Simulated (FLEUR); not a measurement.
# ZnSe (Stilleite) (F-43m) in FLEUR: band structure with PBE

Aim: the band structure of ZnSe (Stilleite) with PBE.

Everything below comes from runs of FLEUR MaX-R8.1 (later development tree). Logs are shortened: lines on timing, memory, paths and dates and some standing lists are left out, and cuts for length are marked.

**What was measured.**

“Alloy Disordering Effects on the Thermal Conductivity and Energy Gap Temperature Dependence of Cd1−xZnxSe Ternary Crystals Grown by the Bridgman Method”, 2023, pmc:10253836 reports, for a bulk crystal of ZnSe at 300 K: band gap 2.695 ± 0.003 eV (an exciton energy, a little under the gap).

How close the calculation comes is told below.

## (1) Starting point

Symmetry: F-43m, No. 216, cubic system. Conventional cell: a = 5.668 Å, b = 5.668 Å, c = 5.668 Å, α = 90.00°, β = 90.00°, γ = 90.00°. Se (site symmetry -43m) has 4 Zn at 2.45 Å as nearest neighbours. Around Zn (site symmetry -43m) lie 4 Se at 2.45 Å.

## (2) Band structure, PBE

File inp.xml:

```xml
<?xml version="1.0" encoding="UTF-8" standalone="no"?>
<fleurInput fleurInputVersion="0.39">
   <comment>
      ZnSe                                                                                                
   </comment>
   <calculationSetup>
      <cutoffs Kmax="4.56" Gmax="14.1" GmaxXC="14.1" numbands="0"/>
      <scfLoop itmax="60" minDistance="0.00001" maxIterBroyd="15" imix="Anderson" alpha="0.05" precondParam="0.0" spinf="2.0" sdNocoIR="T"/>
      <coreElectrons ctail="T" frcor="F" kcrel="0" coretail_lmax="0"/>
      <xcFunctional name="pbe" relativisticCorrections="F"/>
      <magnetism jspins="1"/>
      <soc l_soc="F" theta="0.0" phi="0.0" spav="F"/>
      <expertModes spex="0" secvar="F"/>
      <geometryOptimization l_f="F" forcealpha="1.0" forcemix="BFGS" epsdisp="0.00001" epsforce="0.00001"/>
      <ldaU l_linMix="F" mixParam="0.05" spinf="1.0"/>
   </calculationSetup>
   <cell>
      <bzIntegration valenceElectrons="36.0" mode="hist" fermiSmearingEnergy="0.00183747">
         <kPointListSelection listName="default-1"/>
         <!-- k-points included here -->
         <xi:include xmlns:xi="http://www.w3.org/2001/XInclude" href="kpts.xml"> </xi:include>
      </bzIntegration>
      <!-- symmetry operations included here -->
      <xi:include xmlns:xi="http://www.w3.org/2001/XInclude" href="sym.xml"> </xi:include>
      <bulkLattice scale="1.0">
         <bravaisMatrix>
[... 30 lines left out ...]
         <lo type="SCLO" l="0" n="3" eDeriv="0"/>
         <lo type="SCLO" l="1" n="3" eDeriv="0"/>
         <lo type="SCLO" l="1" n="3" eDeriv="1"/>
         <lo type="HELO" l="2" n="4" eDeriv="0"/>
         <lo type="HELO" l="2" n="4" eDeriv="1"/>
         <lo type="SCLO" l="3" n="4" eDeriv="2"/>
      </species>
   </atomSpecies>
   <atomGroups>
      <atomGroup species="Selenium (Se)">
         <relPos label="                   1">-1.000/4.000 -1.000/4.000 -1.000/4.000</relPos>
         <force calculate="T" relaxXYZ="TTT"/>
      </atomGroup>
      <atomGroup species="Zinc (Zn)">
         <relPos label="                   2">.0000000000 .0000000000 .0000000000</relPos>
         <force calculate="T" relaxXYZ="TTT"/>
      </atomGroup>
   </atomGroups>
   <output dos="F" band="F" slice="F">
      <checks vchk="F" cdinf="F"/>
      <bandDOS minEnergy="-.5*Htr" maxEnergy="0.5*Htr" sigma="0.015" storeEVData="T"/>
      <vacuumDOS vacdos="F" integ="F" star="F" nstars="0" locx1="0.0" locy1="0.0" locx2="0.0" locy2="0.0" nstm="0" tworkf="0.0"/>
      <unfoldingBand unfoldBand="F" supercellX="1" supercellY="1" supercellZ="1"/>
      <plotting iplot="0" polar="F">
         <plot TwoD="T" vec1="  1.0  0.0  0.0" vec2="  0.0  1.0  0.0" vec3="  0.0  0.0  1.0" zero="  0.0  0.0  0.0" file="plot"/>
      </plotting>
      <chargeDensitySlicing numkpt="0" minEigenval="0.0" maxEigenval="0.0" nnne="0" pallst="F"/>
      <specialOutput eonly="F"/>
      <moessbauerParams electricFieldGradient="T" isomerShift="T" coreHyperfine="T" valenceHyperfine="T"/>
      <magneticCircularDichroism mcd="F" energyLo="-10.0" energyUp="0.0"/>
   </output>
  <!-- We include the file relax.xml here to enable relaxations (see documentation) -->
  <xi:include xmlns:xi="http://www.w3.org/2001/XInclude" href="relax.xml"> <xi:fallback/> </xi:include>
</fleurInput>
```

File crystal.txt:

```
ZnSe
&input cartesian=F /
0.0000000000  2.8338000000  2.8338000000
2.8338000000  0.0000000000  2.8338000000
2.8338000000  2.8338000000  0.0000000000
1.8897261246
1.0 1.0 1.0

2
34 0.7500000000  0.7500000000  0.7500000000
30 0.0000000000  0.0000000000  0.0000000000

&kpt div1=8 div2=8 div3=8 gamma=T /
```

File inp.xml (bands):

```
<?xml version="1.0" encoding="UTF-8" standalone="no"?>
<fleurInput fleurInputVersion="0.39">
   <comment>
      ZnSe                                                                                                
   </comment>
   <calculationSetup>
      <cutoffs Kmax="4.56" Gmax="14.1" GmaxXC="14.1" numbands="0"/>
      <scfLoop itmax="60" minDistance="0.00001" maxIterBroyd="15" imix="Anderson" alpha="0.05" precondParam="0.0" spinf="2.0" sdNocoIR="T"/>
      <coreElectrons ctail="T" frcor="F" kcrel="0" coretail_lmax="0"/>
      <xcFunctional name="pbe" relativisticCorrections="F"/>
      <magnetism jspins="1"/>
      <soc l_soc="F" theta="0.0" phi="0.0" spav="F"/>
      <expertModes spex="0" secvar="F"/>
      <geometryOptimization l_f="F" forcealpha="1.0" forcemix="BFGS" epsdisp="0.00001" epsforce="0.00001"/>
      <ldaU l_linMix="F" mixParam="0.05" spinf="1.0"/>
   </calculationSetup>
   <cell>
      <bzIntegration valenceElectrons="36.0" mode="hist" fermiSmearingEnergy="0.00183747">
         <kPointListSelection listName="path-1"/>
         <!-- k-points included here -->
         <xi:include xmlns:xi="http://www.w3.org/2001/XInclude" href="kpts.xml"> </xi:include>
      </bzIntegration>
      <!-- symmetry operations included here -->
      <xi:include xmlns:xi="http://www.w3.org/2001/XInclude" href="sym.xml"> </xi:include>
      <bulkLattice scale="1.0">
         <bravaisMatrix>
[... 29 lines left out ...]
         <energyParameters s="4" p="4" d="3" f="4"/>
         <lo type="SCLO" l="0" n="3" eDeriv="0"/>
         <lo type="SCLO" l="1" n="3" eDeriv="0"/>
         <lo type="SCLO" l="1" n="3" eDeriv="1"/>
         <lo type="HELO" l="2" n="4" eDeriv="0"/>
         <lo type="HELO" l="2" n="4" eDeriv="1"/>
         <lo type="SCLO" l="3" n="4" eDeriv="2"/>
      </species>
   </atomSpecies>
   <atomGroups>
      <atomGroup species="Selenium (Se)">
         <relPos label="                   1">-1.000/4.000 -1.000/4.000 -1.000/4.000</relPos>
         <force calculate="T" relaxXYZ="TTT"/>
      </atomGroup>
      <atomGroup species="Zinc (Zn)">
         <relPos label="                   2">.0000000000 .0000000000 .0000000000</relPos>
         <force calculate="T" relaxXYZ="TTT"/>
      </atomGroup>
   </atomGroups>
   <output dos="F" band="T" slice="F">
      <checks vchk="F" cdinf="F"/>
      <bandDOS minEnergy="-.5*Htr" maxEnergy="0.5*Htr" sigma="0.015" storeEVData="T"/>
      <vacuumDOS vacdos="F" integ="F" star="F" nstars="0" locx1="0.0" locy1="0.0" locx2="0.0" locy2="0.0" nstm="0" tworkf="0.0"/>
      <unfoldingBand unfoldBand="F" supercellX="1" supercellY="1" supercellZ="1"/>
      <plotting iplot="0" polar="F">
         <plot TwoD="T" vec1="  1.0  0.0  0.0" vec2="  0.0  1.0  0.0" vec3="  0.0  0.0  1.0" zero="  0.0  0.0  0.0" file="plot"/>
      </plotting>
      <chargeDensitySlicing numkpt="0" minEigenval="0.0" maxEigenval="0.0" nnne="0" pallst="F"/>
      <specialOutput eonly="F"/>
      <moessbauerParams electricFieldGradient="T" isomerShift="T" coreHyperfine="T" valenceHyperfine="T"/>
      <magneticCircularDichroism mcd="F" energyLo="-10.0" energyUp="0.0"/>
   </output>
  <!-- We include the file relax.xml here to enable relaxations (see documentation) -->
  <xi:include xmlns:xi="http://www.w3.org/2001/XInclude" href="relax.xml"> <xi:fallback/> </xi:include>
</fleurInput>
```

Potentials or basis: all-electron, FLAPW.

Run with:

```
inpgen -f crystal.txt -profile fastHighL
# inp.xml edited to the form shown
fleur_MPI
fleur_MPI   # second run, on inp.xml (bands)
```

Standard output:

```text
Welcome to FLEUR        (www.flapw.de)
      MaX-Release 8.1          (www.max-centre.eu)

 ========== k-point set info ==========
 Selected k-point list: default-1
 k-point list type: mesh
 8 x 8 x 8
 Number of k points: 29

 ------------Calculation Setup---------------------------
 Number of MPI-tasks      :            1
 Number of PE/node        :            1
 Number of OMP-threads    :            1
 Most efficient MPI parallelization for:
           1          29
 Additional eigenvalue parallelization possible
 Number of basis functions:          615
 Approximate size of matrices (H+S) per k-point:         0.011 GB
 --------------------------------------------------------
 Iteration:     1   Distance:       7.02457347 me/bohr^3
 Iteration:     2   Distance:       6.15723395 me/bohr^3
 Iteration:     3   Distance:       3.93956326 me/bohr^3
 Iteration:     4   Distance:       1.79760687 me/bohr^3
 Iteration:     5   Distance:       1.48832929 me/bohr^3
 Iteration:     6   Distance:       0.56303139 me/bohr^3
 Iteration:     7   Distance:       0.31172234 me/bohr^3
 Iteration:     8   Distance:       0.06099196 me/bohr^3
 Iteration:     9   Distance:       0.02383828 me/bohr^3
 Iteration:    10   Distance:       0.00881864 me/bohr^3
 Iteration:    11   Distance:       0.00147604 me/bohr^3
 Iteration:    12   Distance:       0.00121531 me/bohr^3
 Iteration:    13   Distance:       0.00020994 me/bohr^3
 Iteration:    14   Distance:       0.00001761 me/bohr^3
 Iteration:    15   Distance:       0.00001748 me/bohr^3
 Iteration:    16   Distance:       0.00001493 me/bohr^3
 Iteration:    17   Distance:       0.00000868 me/bohr^3

 ********************************************************************
 Run finished successfully
 Stop message:
   all done
 ********************************************************************
```

Wall time 2 min (1 thread of Arm Neoverse V1, shared host); peak memory 0.07 GiB.

Results:

- Free energy: -115006.3517 eV
- Band gap on the k mesh: 1.29 eV, direct
- Band gap along the path: 1.29 eV, direct
- Valence electrons inside the program's atomic spheres: Se 13.80; Zn 18.43 (radii Se 2.15, Zn 2.15 bohr)

Levels at the corners of the path, in eV from the valence-band top:
```
point  band 15  band 16  band 17  band 18  band 19  band 20  band 21  band 22
    Γ    -6.17     0.00     0.00     0.00     1.29     5.81     5.81     5.81
    X    -5.99    -4.75    -2.18    -2.18     2.99     3.47    10.73    11.25
    W    -5.87    -4.68    -2.76    -2.66     5.48     5.56     6.97     7.71
    K    -5.90    -4.71    -3.08    -1.79     3.59     5.60     9.05     9.28
    Γ    -6.17     0.00     0.00     0.00     1.29     5.81     5.81     5.81
    L    -6.01    -5.22    -0.87    -0.87     2.55     6.39     6.39     8.57
    U    -5.90    -4.71    -3.08    -1.79     3.59     5.60     9.05     9.28
    W    -5.87    -4.68    -2.76    -2.66     5.48     5.56     6.97     7.71
    L    -6.01    -5.22    -0.87    -0.87     2.55     6.39     6.39     8.57
    K    -5.90    -4.71    -3.08    -1.79     3.59     5.60     9.05     9.28
    U    -5.90    -4.71    -3.08    -1.79     3.59     5.60     9.05     9.28
    X    -5.99    -4.75    -2.18    -2.18     2.99     3.47    10.73    11.25
```

Core levels (eV from the Fermi level):
| atom | levels |
| --- | --- |
| 1 Se | 1s1/2 -12494.7, 2s1/2 -1600.1, 2p1/2 -1434.8, 2p3/2 -1393.0, 3s1/2 -207.1, 3p1/2 -150.6, 3p3/2 -144.7 |
| 2 Zn | 1s1/2 -9519.4, 2s1/2 -1153.9, 2p1/2 -1015.7, 2p3/2 -991.8 |

## (3) How close it comes

Step 2. Against the measured gap of ZnSe, 2.695 eV (an exciton energy, a little under the gap; 300 K; “Alloy Disordering Effects on the Thermal Conductivity and Energy Gap Temperature Dependence of Cd1−xZnxSe Ternary Crystals Grown by the Bridgman Method”, 2023, pmc:10253836), the calculated 1.29 eV is off by -1.40 eV. So large a miss can be the level of theory's own, or it may mean another phase, state or a wrong row. Spin-orbit coupling on Se is left out. The value is that of PBE, without temperature or zero-point motion. Semilocal functionals fall short of measured gaps as a rule.
